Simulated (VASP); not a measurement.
PbO, 4 atoms in the cell. It takes space group P4/nmm (No. 129, tetragonal). Conventional cell: a = 3.990 Å, b = 3.990 Å, c = 5.010 Å, α = 90.00°, β = 90.00°, γ = 90.00°. Pb (site symmetry 4mm) has 4 O at 2.33 Å as nearest neighbours. Around O (site symmetry -4m2) lie 4 Pb at 2.33 Å. 

- Program: VASP 6.6.1
- Task: single point
- Functional: LDA
- Potentials or basis: VASP PAW LDA potentials, release 64 (Pb_d, O)
- Cutoff: 520 eV
- k mesh: 8 × 8 × 6
- Occupations: fermi-dirac, width 0.05 eV
- Spin: no spin polarisation
- Further INCAR settings: ALGO = Normal; EDIFF = 1e-06; NBANDS = 28

Potentials or basis: VASP PAW LDA potentials, release 64 (Pb_d, O).

Run with:

```console
$ cat potpaw_LDA.64/Pb_d/POTCAR potpaw_LDA.64/O/POTCAR > POTCAR
$ mpirun -np 4 vasp_std > vasp.out
```

Hardware: 4 MPI ranks on Intel(R) Xeon(R) Platinum 8375C CPU @ 2.90GHz (Ice Lake) (shared host).

Question: How long does it take, and how much memory?

Answer: It took 55 s on 4 MPI ranks on Intel(R) Xeon(R) Platinum 8375C CPU @ 2.90GHz (Ice Lake), on a shared host, peak memory 0.23 GiB a rank. Counts: scf iterations 14, k points 60.
